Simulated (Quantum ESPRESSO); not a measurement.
Runs of Quantum ESPRESSO 7.5 on Te2Pt (Moncheite). It takes space group P-3m1 (No. 164, trigonal). The conventional cell has a = 4.010 Å, b = 4.010 Å, c = 5.201 Å, α = 90.00°, β = 90.00°, γ = 120.00°. Around Pt (site symmetry -3m) lie 6 Te at 2.66 Å. Te (site symmetry 3m) has 3 Pt at 2.66 Å as nearest neighbours. 

```csv
task,level,potentials or basis,U,cell,k mesh,smearing,mixing beta,k mesh for the Wannier functions,form of the LDA correlation,start of the occupations,hubbard projectors,gap on the mesh (eV),pressure (GPa),largest force (eV/Å)
Wannier functions,PBE,JTH 2.0 PBE,-,as given,6 × 6 × 4,fermi-dirac 0.05 eV,0.5,5 × 5 × 3,-,-,-,none,9.7,1.22
phonons,LDA,JTH 2.0 LDA,-,relaxed,8 × 8 × 5,cold 0.272 eV,0.5,-,PW92,-,-,none,0.0,-
Hubbard U by linear response,PBE+U,JTH 2.0 PBE,Pt d U = 0.0001 eV,as given,6 × 6 × 4,cold 0.2 eV,0.3,-,-,default,ortho-atomic,none,(a),1.22
phonons,PBE,JTH 2.0 PBE,-,relaxed,8 × 8 × 5,methfessel-paxton 0.272 eV,0.5,-,-,-,-,none,0.0,-
```

Alike in all rows: no spin polarisation; cutoff (eV) 490.

Problem. Fill in the values left out.

Solution. (a) 9.8.

Caveats: the cutoff is low for these files, which shifts pressure and relaxed volume; forces of over 1 eV/Å show positions far from the minimum, so gaps and moduli don't describe the material at rest (some runs); the mesh is thin for the phonons of a metal (some runs); the layers were relaxed without a dispersion term, so their spacing and the soft interlayer modes are unreliable (some runs); spin-orbit coupling is left out, which moves the levels of the heavy elements (some runs); U without spin polarisation on a metal has little footing (some runs); the U is typed as a test and isn't derived for this compound (some runs).

A k mesh can miss the band edges, and the runs leave out spin-orbit coupling on Pt, Te.

A gap of «none» marks a metal or a gap under the smearing width.
